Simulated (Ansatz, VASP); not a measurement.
# Cu: VASP beside Ansatz

File INCAR:

```
PREC = Accurate
ENCUT = 600
EDIFF = 1E-6
ISMEAR = 0
SIGMA = 0.01
LREAL = F
LASPH = T
NELM = 60
ALGO = Normal
ISIF = 3
LWAVE = F
LCHARG = F
GGA = PE
IBRION = 2
NSW = 80
EDIFFG = -0.01
```

The input KPOINTS:

```
Automatic mesh
0
Gamma
  6 6 6
```

File POSCAR:

```
Cu
1.0
    0.0000000000      1.8075000000      1.8075000000
    1.8075000000      0.0000000000      1.8075000000
    1.8075000000      1.8075000000      0.0000000000
Cu
1
Direct
    0.0000000000      0.0000000000      0.0000000000
```

Input for Ansatz:

```yaml
crystal:
  lattice:
    - [0.0, 1.8075, 1.8075]
    - [1.8075, 0.0, 1.8075]
    - [1.8075, 1.8075, 0.0]
  atoms:
    - { symbol: Cu, position: [0.0, 0.0, 0.0] }
basis:
  ecutwfc: 489.804952427784
kpoints:
  mp_grid:
    grid: [6, 6, 6]
hamiltonian:
  xc: pbe
scf:
  occupations:
    method: gaussian
    width: 0.01
relax:
  max_displacement: 0.3
  cell:
    p_target: 0.0
```

Alike in both runs: task relaxation of cell and atoms; functional PBE; k mesh 6 × 6 × 6; occupations gaussian, width 0.01 eV; no spin polarisation.

|  | VASP | Ansatz |
| --- | --- | --- |
| version | VASP 6.6.1 | Ansatz 0.2.0 |
| potentials or method | VASP PAW PBE potentials, release 64 (Cu) | plane waves, PAW |
| plane-wave cutoff (eV) | 600 | 490 |
| valence electrons in the cell | 11 | 19 |

Ansatz gave:

- relaxed volume (Å³/atom): 12.04
- relaxed cell length with the largest relative difference (Å): 2.573
- energy change over the relaxation (meV/atom): -2

Q: Estimate VASP's values.

A: Relaxed volume (Å³/atom): 12.10; relaxed cell length with the largest relative difference (Å): 2.577; energy change over the relaxation (meV/atom): -3.

The two sets of potentials don't hold the same shells in valence.

Caveats: the k mesh is coarse (spacing up to 0.50 Å⁻¹), so the values aren't converged. Zero-point motion and thermal expansion aren't in these numbers. PBE usually gives volumes a little too large and moduli too small.
